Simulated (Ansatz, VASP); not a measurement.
## Two plane-wave programs on Sb

Contents of INCAR:

```
ALGO = Normal
EDIFF = 1E-6
ENCUT = 520
GGA = PE
ISIF = 2
ISMEAR = 0
LASPH = T
LCHARG = T
LELF = T
LREAL = F
LVHAR = T
LWAVE = F
NBANDS = 8
NELM = 100
PREC = Accurate
SIGMA = 0.020999999999999998
```

Contents of KPOINTS:

```
k-points
0
Gamma
  10 10 10
```

Contents of POSCAR:

```
Sb
1.0
    0.0000000000      2.3712425216      2.3712425216
    2.3712425216      0.0000000000      2.3712425216
    2.3712425216      2.3712425216      0.0000000000
Sb
1
Direct
    0.0000000000      0.0000000000      0.0000000000
```

Contents of input.yaml:

```yaml
crystal:
  lattice:
    - [0.0, 2.3712425216, 2.3712425216]
    - [2.3712425216, 0.0, 2.3712425216]
    - [2.3712425216, 2.3712425216, 0.0]
  atoms:
    - { symbol: Sb, position: [0.0, 0.0, 0.0] }
hamiltonian:
  xc: pbe
  pseudopotentials: { kind: paw }
kpoints:
  mp_grid: { grid: [10, 10, 10] }
scf:
  occupations: { method: gaussian, width: 0.021 }
output:
  forces: true
  stress: true
  eigenvalues: true
  write_density: true
  write_potential: true
  elf: true
  volumetric_format: npy
```

This isn't the form of Sb at room conditions, which is rhombohedral.

Alike in both runs: task single point; functional PBE; k mesh 10 × 10 × 10; occupations gaussian, width 0.021 eV; no spin polarisation.

```csv
,VASP,Ansatz
version,VASP 6.6.1,Ansatz 0.2.0
potentials or method,"VASP PAW PBE potentials, release 64 (Sb)",Ansatz PAW
plane-wave cutoff (eV),520,420
valence electrons in the cell,5,15
```

VASP gave:

* gap on the k mesh at the Fermi level (eV): none
* pressure (GPa): 1.8

Task: What did Ansatz give for the same quantities?

Result: gap on the k mesh at the Fermi level (eV): none; pressure (GPa): 2.0.

A gap of «none» marks a metal or a gap that the smearing closes. The two sets of potentials don't hold the same shells in valence.

Spin-orbit coupling is left out, which matters for the levels of Sb.
